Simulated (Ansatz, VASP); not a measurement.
# Na: VASP beside Ansatz

```
Na
1.0
     3.76700    0.00000    0.00000
    -1.88350    3.26232    0.00000
     0.00000    0.00000    6.21554
Na
2
Direct
  0.33333 0.66667 0.25000
  0.66667 0.33333 0.75000
```

Change from the starting cell: zz strain of +1 %.

Alike in both runs: task single point; functional LDA; k mesh 11 × 11 × 6; occupations fermi-dirac, width 0.05 eV; no spin polarisation.

|  | VASP | Ansatz |
| --- | --- | --- |
| version | VASP 6.6.1 | Ansatz 0.2.0 |
| potentials or method | VASP PAW LDA potentials, release 64 (Na_pv), cutoff 520 eV | all-electron LAPW, scalar-relativistic |

|  | VASP | Ansatz | Ansatz less VASP |
| --- | --- | --- | --- |
| pressure (GPa) | -0.9 | -0.9 | -0.04 |
| largest component of the traceless stress (GPa) | 0.12 | 0.13 | +0.001 |

Ansatz ran all-electron here, so the differences hold the error of VASP's frozen core and of both bases.
